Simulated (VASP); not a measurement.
# VASP 6.6.1 run: CaO

INCAR

```
IBRION = -1
GGA = PS
NELM = 56
LREAL = Auto
IVDW = 11
ISMEAR = 0
LASPH = .TRUE.
NBANDS = 15
SIGMA = 0.01
ISIF = 2
NSW = 0
ADDGRID = .TRUE.
LCHARG = .FALSE.
LWAVE = .FALSE.
EDIFF = 1E-7
ENCUT = 520
PREC = Accurate
```

KPOINTS

```
KPOINTS created by Atomic Simulation Environment
0
Gamma
10 10 10
0 0 0
```

POSCAR

```
Ca O
 1.0000000000000000
    -0.0000000000000000    2.3975501229068663    2.3975501229068663
     2.3975501229068663   -0.0000000000000000    2.3975501229068663
     2.3975501229068663    2.3975501229068663   -0.0000000000000000
 Ca  O
   1   1
Cartesian
  0.0000000000000000  0.0000000000000000  0.0000000000000000
  2.3975501229068663  2.3975501229068663  2.3975501229068663
```

The recommended PBE PAW datasets give the neutral cell 16 valence electrons.

Command

```
mpirun -np 1 vasp_std
```

Task: How does this run end, and what does it give?

Result: It converged. Results: gap between bands v and c on the k mesh 3.53 eV; least direct gap on the k mesh 3.91 eV; pressure -3.5 GPa. Band v is the last that the valence electrons fill when counted band by band, and c is the next.

OSZICAR

```
N       E                     dE             d eps       ncg     rms          rms(c)
DAV:   1     0.124191149390E+03    0.12419E+03   -0.83346E+03  1410   0.109E+03
DAV:   2    -0.953343273475E+01   -0.13372E+03   -0.12375E+03  1760   0.290E+02
DAV:   3    -0.147898855309E+02   -0.52565E+01   -0.52185E+01  1704   0.597E+01
DAV:   4    -0.149282466041E+02   -0.13836E+00   -0.13828E+00  1946   0.879E+00
DAV:   5    -0.149296576585E+02   -0.14111E-02   -0.14110E-02  1677   0.846E-01    0.806E+00
DAV:   6    -0.135094033162E+02    0.14203E+01   -0.42998E+00  1586   0.208E+01    0.354E+00
DAV:   7    -0.134271565211E+02    0.82247E-01   -0.36484E-01  1606   0.630E+00    0.177E+00
DAV:   8    -0.134115329055E+02    0.15624E-01   -0.71559E-02  1809   0.289E+00    0.392E-01
DAV:   9    -0.134103430349E+02    0.11899E-02   -0.47895E-03  1473   0.573E-01    0.102E-01
DAV:  10    -0.134107253049E+02   -0.38227E-03   -0.51492E-04  1726   0.262E-01    0.506E-02
DAV:  11    -0.134106948857E+02    0.30419E-04   -0.41710E-05  1944   0.912E-02    0.660E-03
DAV:  12    -0.134106940720E+02    0.81375E-06   -0.72962E-06  1606   0.298E-02    0.430E-03
DAV:  13    -0.134106939842E+02    0.87750E-07   -0.48435E-07  1753   0.811E-03
   1 F= -.13689486E+02 E0= -.13689486E+02  d E =-.821712-134
```

For comparison, a separate PBEsol run of the intended cell, on usual settings and not on those above, gives a gap of 3.53 eV on its mesh and a pressure of -1.4 GPa.
